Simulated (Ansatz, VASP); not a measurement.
One calculation of RbBr, two programs

```
CELL_PARAMETERS angstrom
0.00000 3.46083 3.46083
3.26217 0.00000 3.46083
3.26217 3.46083 0.00000
ATOMIC_POSITIONS crystal
Rb 0.00000 0.00000 0.00000
Br 0.50000 0.50000 0.50000
```

Change from the starting cell: uniaxial_x strain -5.7%.

Alike in both runs: task single point; functional PBE; k mesh 6 × 6 × 6; occupations fermi-dirac, width 0.02 eV; no spin polarisation.

|  | VASP | Ansatz |
| --- | --- | --- |
| version | VASP 6.6.1 | Ansatz 0.2.0 |
| potentials or method | VASP PAW PBE potentials, release 64 (Rb_sv, Br) | plane waves, PAW |
| plane-wave cutoff (eV) | 520 | 420 |
| valence electrons in the cell | 16 | 16 |

```tsv
	VASP	Ansatz	Ansatz less VASP
gap on the k mesh at the Fermi level (eV)	4.36	4.36	+0.003
pressure (GPa)	1.8	1.7	-0.04
largest component of the traceless stress (GPa)	1.75	1.73	-0.020
```
